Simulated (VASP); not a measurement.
# CdS (Fm-3m) in VASP: notebook, part 2 of 3

VASP 6.6.1. Earlier steps stand in the parts before.

### 3 Relaxation of cell and atoms, PBE, target pressure 5 GPa, at which the enthalpy is minimised

INCAR reads:

```
ALGO = VeryFast
EDIFF = 1E-7
EDIFFG = -0.005
ENCUT = 600
GGA = PE
IBRION = 2
ISIF = 3
ISMEAR = -1
LASPH = True
LCHARG = False
LREAL = False
LWAVE = False
NELM = 80
NSW = 60
PREC = Accurate
PSTRESS = 50
SIGMA = 0.05
```

KPOINTS reads:

```
k-points
0
Gamma
  8 8 8
```

POSCAR reads:

```
CdS
1.0
    0.0000000000      2.7532440000      2.7532440000
    2.7532440000      0.0000000000      2.7532440000
    2.7532440000      2.7532440000      0.0000000000
Cd S
1 1
Direct
    0.0000000000      0.0000000000      0.0000000000
    0.5000000000      0.5000000000      0.5000000000
```

Potentials or basis: VASP PAW PBE potentials, release 64 (Cd, S).

Run with:

```sh
$ cat potpaw_PBE.64/Cd/POTCAR potpaw_PBE.64/S/POTCAR > POTCAR
$ mpirun -np 1 vasp_std > vasp.out
```

OUTCAR:

```text
EDIFF = 1E-7
   EDIFFG = -0.005
   ENCUT = 600
   GGA = PE
   IBRION = 2
   ISIF = 3
   ISMEAR = -1
   LASPH = True
   LREAL = False
   NELM = 80
   NSW = 60
   PREC = Accurate
   PSTRESS = 50

 ion  position               nearest neighbor table
   1  0.000  0.000  0.000-   2 2.75   2 2.75   2 2.75   2 2.75   2 2.75   2 2.75
   2  0.500  0.500  0.500-   1 2.75   1 2.75   1 2.75   1 2.75   1 2.75   1 2.75

  LATTYP: Found a face centered cubic cell.
 ALAT       =     5.5064880000

  Lattice vectors:

 A1 = (   0.0000000000,   2.7532440000,   2.7532440000)
 A2 = (   2.7532440000,   0.0000000000,   2.7532440000)
 A3 = (   2.7532440000,   2.7532440000,   0.0000000000)

Analysis of symmetry for initial positions (statically):
=====================================================================
 Subroutine PRICEL returns:
[... 263 lines left out ...]
 cond. band min:       3.5811323791   @ k =   0.5000   0.5000   0.0000
 fundamental gap:      0.2498519769
 Fermi energy:         3.5180973516

 k-point     1 :       0.0000    0.0000    0.0000
  band No.  band energies     occupation
      1      -9.7717      2.00000
      2      -4.3780      2.00000
      3      -4.3780      2.00000
      4      -4.3771      2.00000
      5      -4.3771      2.00000
      6      -4.3771      2.00000
      7       2.4979      2.00000
      8       2.4979      2.00000
      9       2.4979      2.00000
     10       4.4428      0.00000
     11      12.5730      0.00000
     12      12.5730      0.00000
     13      14.7573      0.00000
[... 354 lines left out ...]
  band No.  band energies     occupation
      1      -8.5776      2.00000
      2      -4.6432      2.00000
      3      -4.5058      2.00000
      4      -4.4453      2.00000
      5      -4.1325      2.00000
      6      -4.0294      2.00000
      7      -1.3389      2.00000
      8       1.3889      2.00000
      9       2.3127      2.00000
     10       7.3800      0.00000
     11       8.4506      0.00000
     12      10.7966      0.00000
     13      11.5773      0.00000

 [... further k-points ...]
[... 5 lines left out ...]
  --------------------------------------------------------------------------------------
  -------------------------------------------------------------------------------------
  Total        1.2244081      1.2244081      1.2244081      0.0000000      0.0000000     -0.0000000
  in kB       49.9763747     49.9763747     49.9763747      0.0000000      0.0000000     -0.0000000
  external PRESSURE =      -0.0236253 kB  Pullay stress =      50.0000000 kB
[... 21 lines left out ...]
  energy  without entropy=       -5.8401730283  energy(sigma->0) =       -5.84068026

  enthalpy is  TOTEN    =        -4.6162006319 eV   P V=        1.2249868657

 reached required accuracy - stopping structural energy minimisation
```

OSZICAR:

```text
N       E                     dE             d eps       ncg     rms          rms(c)
RMM:   1     0.203068310524E+03    0.20307E+03   -0.71607E+03   377   0.123E+03
RMM:   2     0.402113518502E+02   -0.16286E+03   -0.17111E+03   377   0.300E+02
RMM:   3     0.284040026805E+01   -0.37371E+02   -0.37585E+02   377   0.126E+02
[... 39 lines left out ...]
RMM:   6    -0.584118523316E+01    0.17899E-04   -0.10962E-04   754   0.117E-01    0.284E-02
RMM:   7    -0.584118726436E+01   -0.20312E-05   -0.93186E-06   754   0.292E-02    0.130E-02
RMM:   8    -0.584118722969E+01    0.34675E-07   -0.21071E-06   754   0.184E-02    0.350E-03
RMM:   9    -0.584118751385E+01   -0.28416E-06   -0.53911E-07   663   0.780E-03    0.257E-03
RMM:  10    -0.584118749762E+01    0.16224E-07   -0.11719E-07   501   0.359E-03
   3 F= -.46162006E+01 E0= -.46156934E+01  d E =-.420285E-01
```

CONTCAR:

```text
CdS
   1.00000000000000
     0.0000000000000000    2.6974123290921295    2.6974123290921295
     2.6974123290921295    0.0000000000000000    2.6974123290921295
     2.6974123290921295    2.6974123290921295    0.0000000000000000
  Cd              S
     1     1
Direct
     0.0000000000000000    0.0000000000000000    0.0000000000000000
     0.5000000000000000    0.5000000000000000    0.5000000000000000

  0.00000000E+00  0.00000000E+00  0.00000000E+00
  0.00000000E+00  0.00000000E+00  0.00000000E+00
```

Run time: 45 s. Hardware: 1 thread of Intel Xeon Platinum 8259CL at 2.50GHz (Skylake/Cascade Lake), shared host; peak memory 0.19 GiB.

Results:

```
Free energy                                            : -5.8412 eV
Relaxed volume                                         : 19.63 Å³/atom
Relaxed cell                                           : a = 3.815 Å, b = 3.815 Å, c = 3.815 Å, α = 60.00°, β = 60.00°, γ = 60.00°
Space group after relaxing (to 0.05 Å)                 : Fm-3m (No. 225)
Energy change on relaxing (the enthalpy is what falls) : +17.8 meV/atom
Ionic steps                                            : 3
Pressure after relaxing                                : 5.0 GPa
Band gap on the k mesh                                 : 0.25 eV, indirect (least direct gap 1.94 eV)
```

Step by step:
| step | energy change (eV) | largest force (eV/Å) | pressure (GPa) | volume (Å³) |
| --- | --- | --- | --- | --- |
| 1 | 0.0000 | 0.0000 | -0.11 | 41.74 |
| 2 | 0.0953 | 0.0000 | 8.79 | 37.85 |
| 3 | 0.0356 | 0.0000 | 5.00 | 39.25 |

Final structure:
```yaml
crystal:
  lattice:
    - [0.00000, 2.69741, 2.69741]
    - [2.69741, 0.00000, 2.69741]
    - [2.69741, 2.69741, 0.00000]
  atoms:
    - { symbol: Cd, position: [0.00000, 0.00000, 0.00000] }
    - { symbol: S, position: [0.50000, 0.50000, 0.50000] }
```

Caveat: the cell is relaxed towards a set pressure, so the enthalpy falls and the energy may rise. A k mesh can miss the band edges.

### 4 Single point, PBE

INCAR reads:

```
SYSTEM = CdS
ALGO = Normal
EDIFF = 1E-6
ENCUT = 500
GGA = PE
ISIF = 2
ISMEAR = 0
LASPH = .True.
LCHARG = .False.
LREAL = .False.
LWAVE = .False.
NELM = 80
PREC = Accurate
SIGMA = 0.02
```

KPOINTS reads:

```
k-points
0
Gamma
  4 4 4
  0 0 0
```

POSCAR is that of step 3.

Potentials or basis: VASP PAW PBE potentials, release 64 (Cd_GW, S_GW).

Run with:

```sh
$ cat potpaw_PBE.64/Cd_GW/POTCAR potpaw_PBE.64/S_GW/POTCAR > POTCAR
$ mpirun -np 1 vasp_std > vasp.out
```

Run time: 8.2 s. Hardware: 1 thread of Intel Xeon Platinum 8259CL at 2.50GHz (Skylake/Cascade Lake), shared host; peak memory 0.16 GiB.

The run converged. Its results:

```yaml
Free_energy: -5.8360 eV
Pressure: -0.2 GPa
Band_gap_on_the_k_mesh: 0.21 eV, indirect (least direct gap 1.52 eV)
```

Levels at points of the mesh, in eV from the valence-band top:
```tsv
k point	band 7	band 8	band 9	band 10	band 11	band 12
(0.00, 0.00, 0.00)	-0.71	-0.71	-0.71	0.81	9.15	9.15
(0.50, 0.00, 0.00)	-4.78	0.00	0.00	3.49	5.86	5.86
(0.50, 0.50, 0.00)	-4.12	-2.07	-2.07	0.21	6.03	9.69
```

Caveat: the k mesh is coarse (spacing up to 0.49 Å⁻¹), so the values aren't converged. As with any semilocal functional, this PBE gap is likely too small.

(Part 2 of 3 ends here.)
